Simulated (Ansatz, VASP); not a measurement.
**One calculation of SnTe, two programs**

INCAR

```
  PREC = Accurate
  ENCUT = 520
  EDIFF = 1E-6
  ISMEAR = 0
  SIGMA = 0.15
  LREAL = F
  LASPH = T
  NELM = 100
  ALGO = Fast
  ISIF = 2
  LWAVE = F
  LCHARG = F
  GGA = PE
  IVDW = 12
  NBANDS = 17
```

KPOINTS

```
regular mesh
0
Gamma
  12 12 12
```

The input POSCAR:

```
SnTe
1.0
    3.5923240000      0.0000000000      0.0000000000
    0.0000000000      3.5923240000      0.0000000000
    0.0000000000      0.0000000000      4.2170760000
Sn Te
1 1
Direct
    0.0000000000      0.0000000000      0.0000000000
    0.5000000000      0.5000000000      0.5000000000
```

Input for Ansatz:

```yaml
crystal:
  lattice:
    - [3.592324, 0.0, 0.0]
    - [0.0, 3.592324, 0.0]
    - [0.0, 0.0, 4.217076]
  atoms:
    - { symbol: Sn, position: [0.0, 0.0, 0.0] }
    - { symbol: Te, position: [0.5, 0.5, 0.5] }
basis:
  ecutwfc: 420
kpoints:
  mp_grid: { grid: [12, 12, 12] }
hamiltonian:
  xc: pbe
  dispersion: d3bj
scf:
  occupations: { method: gaussian, width: 0.15 }
output:
  forces: true
  stress: true
  eigenvalues: true
```

Change from the starting cell: strain -0.080 along x and y, +0.080 along z, atoms carried along.

Alike in both runs: task single point; functional PBE; dispersion D3(BJ); k mesh 12 × 12 × 12; occupations gaussian, width 0.15 eV; no spin polarisation.

|  | VASP | Ansatz |
| --- | --- | --- |
| version | VASP 6.6.1 | Ansatz 0.2.0 |
| potentials or method | VASP PAW PBE potentials, release 64 (Sn_d, Te) | scalar-relativistic, plane waves, PAW |
| plane-wave cutoff (eV) | 520 | 420 |
| valence electrons in the cell | 20 | 30 |

Ansatz gave:

| Quantity | Value |
| --- | --- |
| gap on the k mesh at the Fermi level (eV) | none |
| pressure (GPa) | 1.5 |
| largest component of the traceless stress (GPa) | 3.77 |

Question: Estimate VASP's values.

Answer: gap on the k mesh at the Fermi level (eV): none; pressure (GPa): 1.5; largest component of the traceless stress (GPa): 3.75.

A gap of «none» marks a metal or a gap that the smearing closes. The two sets of potentials don't hold the same shells in valence.

Caveats: pairwise dispersion overbinds metals, which lowers pressure and volume. The runs have no spin-orbit coupling, so splittings on Te are missing.
